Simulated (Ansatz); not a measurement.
Theory: Ansatz, DFT PBE, scalar-relativistic, plane waves, PAW. All cells share a 420 eV cutoff and Γ-centred k meshes spaced at most about 0.3 Å⁻¹ (2π included). No spin polarisation.

Formation energies are uncorrected and refer to the elements' standard structures at the same level (N₂ as a molecule).

All energies are static (0 K, no zero-point motion). The comparison covers the computed candidates alone. Kohn–Sham gaps at this level usually fall short of measured ones.

A search for AlGa2N3 gave 4 distinct relaxed structures. Coordination counts N atoms around Al and Ga (those within 1.25 times the shortest such distance or 1.15 times the sum of covalent radii, 1.27 where that leaves under three). Cells relaxed within their symmetry can be saddle points.

Question: What is the best candidate for AlGa2N3?

Answer: The one with Al and Ga ordered on zinc blende sites, space group I-4m2 (No. 119), reached from: Al and Ga ordered on zinc blende sites. It has a = 3.185 Å, c = 13.472 Å, 11.4 Å³/atom, a gap of 2.24 eV on the mesh. Around Al lie 4 N at 1.91 Å; Ga is surrounded by 4 N at 1.96–1.97 Å; N on a site of symmetry 2mm has 2 Al at 1.91 Å and 2 Ga at 1.97 Å; N on a site of symmetry -4m2 has 4 Ga at 1.96 Å. Its energy over the elements is −0.738 eV/atom. Whether it is stable depends on the other phases of the system, which aren't compared here. An observed structure of this formula, if there is one, may be missing.

```cif
data_structure
_symmetry_space_group_name_H-M 'P 1'
_symmetry_Int_Tables_number 1
_cell_length_a 7.1023
_cell_length_b 7.1023
_cell_length_c 7.1023
_cell_angle_alpha 154.088
_cell_angle_beta 154.088
_cell_angle_gamma 36.971
_cell_volume 68.31
loop_
_atom_site_label
_atom_site_type_symbol
_atom_site_fract_x
_atom_site_fract_y
_atom_site_fract_z
_atom_site_occupancy
Al1 Al 0.50000 0.50000 0.00000 1
Ga1 Ga 0.83539 0.83539 0.00000 1
Ga2 Ga 0.16461 0.16461 0.00000 1
N1 N 0.42152 0.92152 0.50000 1
N2 N 0.07848 0.57848 0.50000 1
N3 N 0.75000 0.25000 0.50000 1
```

Question: How much higher is the P-3m1 structure with 9.3 Å³/atom and coordination Al 6, Ga 6 (reached from: Al and Ga ordered on rock salt sites)?

Answer: 0.38 eV/atom. Its gap on the mesh is 1.49 eV.

Question: How much higher is the P3m1 structure with 11.4 Å³/atom and coordination Al 4, Ga 4 (reached from: Al and Ga ordered on zinc blende sites)?

Answer: 3 meV/atom. Its gap on the mesh is 2.14 eV.
